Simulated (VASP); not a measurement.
# Sc (I4/mmm) in VASP: notebook

Aim: see how the results for Sc move with the level of theory and the settings. Levels: PBE+TS+U, PBE+D3+U, BEEF-vdW. Tasks: phonons, equation of state.

Program: VASP 6.6.1. These are calculated values, not measurements. Logs are shortened: lines on timing, memory, paths and dates and some standing lists are left out, and cuts for length are marked.

### 1 The structure

It takes space group I4/mmm (No. 139, tetragonal). The conventional cell has a = 3.834 Å, b = 3.834 Å, c = 3.435 Å, α = 90.00°, β = 90.00°, γ = 90.00°. Sc (site symmetry 4/mmm) has 10 Sc at 3.21 to 3.44 Å as nearest neighbours.

This isn't the form of Sc at room conditions, which is hcp.

### 2 Phonons, PBE+TS+U

File POSCAR:

```
Sc
1.0
   -1.9172054859      1.9172054859      1.7176030000
    1.9172054859     -1.9172054859      1.7176030000
    1.9172054859      1.9172054859     -1.7176030000
Sc
1
Direct
    0.0000000000      0.0000000000      0.0000000000
```

File INCAR.step1:

```
SYSTEM = Sc
PREC = Accurate
ENCUT = 580
EDIFF = 1E-8
ISMEAR = 0
SIGMA = 0.01
LREAL = .False.
LASPH = .True.
NELM = 100
ALGO = Normal
ISIF = 3
LWAVE = .False.
LCHARG = .False.
LMAXMIX = 4
LDAU = .True.
LDAUTYPE = 2
LDAUL = 2
LDAUU = 2
LDAUJ = 0
LDAUPRINT = 1
GGA = PE
IVDW = 2
IBRION = 2
NSW = 40
EDIFFG = -0.002
```

File INCAR.step2:

```
SYSTEM = Sc
PREC = Accurate
ENCUT = 580
EDIFF = 1E-8
ISMEAR = 0
SIGMA = 0.01
LREAL = .False.
LASPH = .True.
NELM = 100
ALGO = Normal
ISIF = 2
LWAVE = .False.
LCHARG = .False.
LMAXMIX = 4
LDAU = .True.
LDAUTYPE = 2
LDAUL = 2
LDAUU = 2
LDAUJ = 0
LDAUPRINT = 1
GGA = PE
IVDW = 2
IBRION = 6
NFREE = 2
POTIM = 0.015
NSW = 1
```

File KPOINTS:

```
Automatic mesh
0
Gamma
  2 2 2
  0 0 0
```

Potentials or basis: VASP PAW PBE potentials, release 64 (Sc_sv).

Launch:

```bash
cat potpaw_PBE.64/Sc_sv/POTCAR > POTCAR
cp INCAR.step1 INCAR
mpirun -np 1 vasp_std > vasp.out
cp CONTCAR POSCAR
cp INCAR.step2 INCAR
mpirun -np 1 vasp_std > vasp.out
```

OUTCAR:

```text
SYSTEM = Sc
   PREC = Accurate
   ENCUT = 580
   EDIFF = 1E-8
   ISMEAR = 0
   LREAL = .False.
   LASPH = .True.
   NELM = 100
   ISIF = 2
   GGA = PE
   IVDW = 2
   IBRION = 6
   NFREE = 2
   POTIM = 0.015
   NSW = 1
  IVDW =   2

 ion  position               nearest neighbor table
   1  0.000  0.000  0.000-

  LATTYP: Found a body centered tetragonal cell.
 ALAT       =     3.1882862756
 C/A-ratio  =     0.8601009668

  Lattice vectors:

 A1 = (  -1.5941431378,   1.5941431378,   1.3711240540)
 A2 = (   1.5941431378,  -1.5941431378,   1.3711240540)
 A3 = (   1.5941431378,   1.5941431378,  -1.3711240540)

Analysis of symmetry for initial positions (statically):
=====================================================================
 Subroutine PRICEL returns:
 Original cell was already a primitive cell.

 Routine SETGRP: Setting up the symmetry group for a
 body centered tetragonal supercell.

 Subroutine GETGRP returns: Found 16 space group operations
 (whereof 16 operations were pure point group operations)
 out of a pool of 16 trial point group operations.

The static configuration has the point symmetry D_4h.

Analysis of symmetry for dynamics (positions and initial velocities):
=====================================================================
 Subroutine PRICEL returns:
 Original cell was already a primitive cell.

 Routine SETGRP: Setting up the symmetry group for a
 body centered tetragonal supercell.

 Subroutine GETGRP returns: Found 16 space group operations
 (whereof 16 operations were pure point group operations)
 out of a pool of 16 trial point group operations.

The dynamic configuration has the point symmetry D_4h.

 Subroutine INISYM returns: Found 16 space group operations
 (whereof 16 operations are pure point group operations),
 and found     1 'primitive' translations

----------------------------------------------------------------------------------------

                                     Primitive cell

  volume of cell :      13.9377

  direct lattice vectors                    reciprocal lattice vectors
    -1.594143138  1.594143138  1.371124054     0.000000000  0.313648121  0.364664305
     1.594143138 -1.594143138  1.371124054     0.313648121  0.000000000  0.364664305
     1.594143138  1.594143138 -1.371124054     0.313648121  0.313648121  0.000000000

  length of vectors
     2.638667440  2.638667440  2.638667440     0.480993970  0.480993970  0.443565427

  position of ions in fractional coordinates (direct lattice)
     0.000000000  0.000000000  0.000000000

  ion indices of the primitive-cell ions
   primitive index   ion index
                 1           1

----------------------------------------------------------------------------------------

 KPOINTS: Automatic mesh

Automatic generation of k-mesh.
 Grid dimensions read from file:
 generate k-points for:    2    2    2

 Generating k-lattice:

  Cartesian coordinates                     Fractional coordinates (reciprocal lattice)
     0.000000000  0.156824061  0.182332152     0.500000000  0.000000000 -0.000000000
     0.156824061  0.000000000  0.182332152     0.000000000  0.500000000 -0.000000000
[... 52 lines left out ...]
   ISMEAR =     0;   SIGMA  =   0.01  broadening in eV -4-tet -1-fermi 0-gaus
   EFERMI_NEDOS =   21; number of points for ismear=-14 and -15
   IALGO  =     38    algorithm
   IMIX   =      4    mixing-type and parameters
     AMIX     =   0.40;   BMIX     =  1.00
     AMIX_MAG =   1.60;   BMIX_MAG =  1.00
  volume/ion in A,a.u.               =      13.94        94.06
  Fermi-wavevector in a.u.,A,eV,Ry     =   1.512894  2.858956 31.141686  2.288849
  Thomas-Fermi vector in A             =   2.622758
   LORBIT       =      0    0 simple, 1 ext, 2 COOP (PROOUT), +10 PAW based schemes
 LDA+U is selected, type is set to LDAUTYPE =  2
   angular momentum for each species LDAUL =     2
   U (eV)           for each species LDAUU =   2.0
   J (eV)           for each species LDAUJ =   0.0
   GGA     = PE    functional components
   LHFCALC =     F    Hartree Fock is set to
   AEXX    =    0.0000 exact exchange contribution
   IVDW    =     2    specifies the selected vdW correction
   LEPSILON=     F    determine dielectric tensor
   LRPA    =     F    only Hartree local field effects (RPA)
 finite differences with symmetry
 non-spin polarized calculation
 Gauss-broadening in eV      SIGMA  =   0.01
  energy-cutoff  :      580.00
  volume of cell :       13.94
 maximum number of plane-waves:       458
 NGX is ok and might be reduce to    24
   NGX = 11   NGY = 11   NGZ = 11

--------------------------------------- Ionic step        1  -------------------------------------------

 number of electron      11.0000001 magnetization

 Free energy of the ion-electron system (eV)
  ---------------------------------------------------
  ext. energy  EPLUGINS =         0.00000000
  ---------------------------------------------------
  free energy    TOTEN  =        -5.83662384 eV

  energy without entropy =       -5.83437682  energy(sigma->0) =       -5.83550033

------------------------ aborting loop because EDIFF is reached ----------------------------------------

  Tkatchenko/Scheffler method for vdW energy calculation

  Number of pair interactions contributing to vdW energy:   37580
[... 143 lines left out ...]
  FREE ENERGIE OF THE ION-ELECTRON SYSTEM (eV)
  ---------------------------------------------------
  free  energy   TOTEN  =        -7.1628764646 eV

  energy  without entropy=       -7.1606294449  energy(sigma->0) =       -7.16175295

atom =   1  type =  1  l = 2

 onsite density matrix

spin component  1

  0.2438  0.0000  0.0000 -0.0000 -0.0000
  0.0000  0.1984 -0.0000  0.0000 -0.0000
  0.0000 -0.0000  0.2070 -0.0000 -0.0000
 -0.0000  0.0000 -0.0000  0.1984  0.0000
 -0.0000 -0.0000 -0.0000  0.0000  0.1560

spin component  2

  0.2438  0.0000  0.0000 -0.0000 -0.0000
  0.0000  0.1984 -0.0000  0.0000 -0.0000
  0.0000 -0.0000  0.2070 -0.0000 -0.0000
 -0.0000  0.0000 -0.0000  0.1984  0.0000
 -0.0000 -0.0000 -0.0000  0.0000  0.1560

 occupancies and eigenvectors

  o =  0.1560  v =  0.0000 -0.0000  0.0000  0.0000 -1.0000  0.0000  0.0000  0.0000  0.0000  0.0000      0.0000  0.0000  0.0000  0.0000  0.0000  0.0000  0.0000  0.0000  0.0000  0.0000
  o =  0.1560  v =  0.0000  0.0000  0.0000  0.0000  0.0000  0.0000 -0.0000  0.0000  0.0000 -1.0000      0.0000  0.0000  0.0000  0.0000  0.0000  0.0000  0.0000  0.0000  0.0000  0.0000
  o =  0.1984  v =  0.0000  0.0000  0.0000  0.0000  0.0000  0.0000 -0.3569  0.0000  0.9342  0.0000      0.0000  0.0000  0.0000  0.0000  0.0000  0.0000  0.0000  0.0000  0.0000  0.0000
  o =  0.1984  v =  0.0000 -0.3569  0.0000  0.9342  0.0000  0.0000  0.0000  0.0000  0.0000  0.0000      0.0000  0.0000  0.0000  0.0000  0.0000  0.0000  0.0000  0.0000  0.0000  0.0000
  o =  0.1984  v =  0.0000  0.9342 -0.0000  0.3569 -0.0000  0.0000  0.0000  0.0000  0.0000  0.0000      0.0000  0.0000  0.0000  0.0000  0.0000  0.0000  0.0000  0.0000  0.0000  0.0000
  o =  0.1984  v =  0.0000  0.0000  0.0000  0.0000  0.0000  0.0000  0.9342 -0.0000  0.3569 -0.0000      0.0000  0.0000  0.0000  0.0000  0.0000  0.0000  0.0000  0.0000  0.0000  0.0000
  o =  0.2070  v =  0.0000  0.0000  0.0000  0.0000  0.0000  0.0000  0.0000  1.0000 -0.0000  0.0000      0.0000  0.0000  0.0000  0.0000  0.0000  0.0000  0.0000  0.0000  0.0000  0.0000
  o =  0.2070  v =  0.0000  0.0000  1.0000 -0.0000  0.0000  0.0000  0.0000  0.0000  0.0000  0.0000      0.0000  0.0000  0.0000  0.0000  0.0000  0.0000  0.0000  0.0000  0.0000  0.0000
  o =  0.2438  v =  1.0000  0.0000  0.0000  0.0000  0.0000  0.0000  0.0000  0.0000  0.0000  0.0000      0.0000  0.0000  0.0000  0.0000  0.0000  0.0000  0.0000  0.0000  0.0000  0.0000
  o =  0.2438  v =  0.0000  0.0000  0.0000  0.0000  0.0000  1.0000  0.0000  0.0000  0.0000  0.0000      0.0000  0.0000  0.0000  0.0000  0.0000  0.0000  0.0000  0.0000  0.0000  0.0000

--------------------------------------- Ionic step        1  -------------------------------------------

 number of electron      11.0000001 magnetization

 Free energy of the ion-electron system (eV)
  ---------------------------------------------------
  ext. energy  EPLUGINS =         0.00000000
  ---------------------------------------------------
  free energy    TOTEN  =        -5.63941613 eV

  energy without entropy =       -5.63716911  energy(sigma->0) =       -5.63829262

 E-fermi :   7.6529     XC(G=0): -12.4096

 val. band max:        7.6481015399   @ k =   0.5000   0.0000   0.0000
 cond. band min:       9.4270046647   @ k =   0.0000   0.0000   0.0000
 fundamental gap:      1.7789031247
 Fermi energy:         7.6528709027

[... ionic steps 2 to 4 ...]

--------------------------------------- Ionic step        5  -------------------------------------------

------------------------ aborting loop because EDIFF is reached ----------------------------------------

  Hirshfeld charges:
            ion         q(e)
   ------------------------------
      1     Sc       0.00000000

  Tkatchenko/Scheffler method for vdW energy calculation

  Number of pair interactions contributing to vdW energy:   37580

  Edisp (eV):   -1.52346
[... 24 lines left out ...]
  FREE ENERGIE OF THE ION-ELECTRON SYSTEM (eV)
  ---------------------------------------------------
  free  energy   TOTEN  =        -7.1628795351 eV

  energy  without entropy=       -7.1606325154  energy(sigma->0) =       -7.16175603

 INTERNAL STRAIN TENSORS FROM DISPLACED ATOMS

 INTERNAL STRAIN TENSOR FOR ION    1 for displacements in x,y,z  (eV/Angst):
          X           Y           Z          XY          YZ          ZX
  --------------------------------------------------------------------------------
  x     0.00000     0.00000     0.00000     0.00000     0.00000     0.00000
  y     0.00000     0.00000     0.00000     0.00000     0.00000     0.00000
  z     0.00000     0.00000     0.00000     0.00000     0.00000     0.00000

 Eigenvectors and eigenvalues of the dynamical matrix
 ----------------------------------------------------

   1 f  =    0.000000 THz     0.000000 2PiTHz    0.000000 cm-1     0.000000 meV
             X         Y         Z           dx          dy          dz
      0.000000  0.000000  0.000000     0.000000    0.000000    1.000000

   2 f/i=    0.000000 THz     0.000000 2PiTHz    0.000000 cm-1     0.000000 meV
             X         Y         Z           dx          dy          dz
      0.000000  0.000000  0.000000     0.000000    1.000000    0.000000

   3 f/i=    0.000000 THz     0.000000 2PiTHz    0.000000 cm-1     0.000000 meV
             X         Y         Z           dx          dy          dz
      0.000000  0.000000  0.000000     1.000000    0.000000    0.000000

 ELASTIC MODULI CONTR FROM IONIC RELAXATION (kBar)
 Direction    XX          YY          ZZ          XY          YZ          ZX
 --------------------------------------------------------------------------------
 XX           0.0000      0.0000      0.0000      0.0000      0.0000      0.0000
 YY           0.0000      0.0000      0.0000      0.0000      0.0000      0.0000
 ZZ           0.0000      0.0000      0.0000      0.0000      0.0000      0.0000
 XY           0.0000      0.0000      0.0000      0.0000      0.0000      0.0000
 YZ           0.0000      0.0000      0.0000      0.0000      0.0000      0.0000
 ZX           0.0000      0.0000      0.0000      0.0000      0.0000      0.0000
 --------------------------------------------------------------------------------
```

Run time: 69 s. Hardware: 1 thread of Intel Xeon 6975P-C (Granite Rapids), shared host; peak memory 0.16 GiB.

The run converged, but some of its settings lie outside the range that counts as converged, so its numbers aren't taken as properties of the crystal.

What came out:

```
Relaxed volume                         : 13.94 Å³/atom
Relaxed cell                           : a = 2.639 Å, b = 2.639 Å, c = 2.639 Å, α = 105.67°, β = 105.67°, γ = 117.39°
Space group after relaxing (to 0.05 Å) : I4/mmm (No. 139)
Dispersion energy per atom             : -1.523 eV
```

Caveat: the k mesh is coarse (spacing up to 1.23 Å⁻¹), so the values aren't converged; the volume moved by over 15 % at a fixed basis, so the end points are rough; the U is typed as a test and isn't derived for this compound.

[end of part 1 of 2]
